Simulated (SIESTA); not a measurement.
Runs of SIESTA 5.4.2 on Bi. The structure is monoclinic, space group C2/m (No. 12). The conventional cell has a = 6.977 Å, b = 6.265 Å, c = 3.359 Å, α = 90.00°, β = 112.04°, γ = 90.00°. Around Bi (site symmetry m) lie 6 Bi at 3.21 to 3.45 Å. This isn't the form of Bi at room conditions, which is rhombohedral.

```csv
level,gap on the mesh (eV),pressure (GPa),relaxed volume (Å³/atom),largest force (eV/Å)
optB88-vdW,none,0.0,34.61,0.01
vdW-DF,none,0.1,36.73,-
vdW-DF-C09,none,0.0,(a),0.02
vdW-DF-cx,none,0.0,33.13,0.01
```

Alike in all rows: task relaxation of cell and atoms; potentials or basis PseudoDojo 0.4 standard (PBE files), DZP (energy shift 0.003 Ry; two zetas on semicore shells); no spin polarisation; cell relaxed; k mesh 6 × 6 × 9; smearing fermi-dirac 0.05 eV; grid cutoff 500 Ry; energy shift 0.003 Ry.

**Question.** Estimate the missing entries.

**Answer.** (a) 32.94.

Caveats: the potentials were made for another functional, which shifts forces and pressure; spin-orbit coupling is left out, which moves the levels of the heavy elements; the basis of atomic orbitals isn't converged, which shifts pressures, moduli and gaps.

A k mesh can miss the band edges, and the runs leave out spin-orbit coupling on Bi.

A gap of «none» marks a metal or a gap under the smearing width.

Runs at the PBE level aren't shown here.
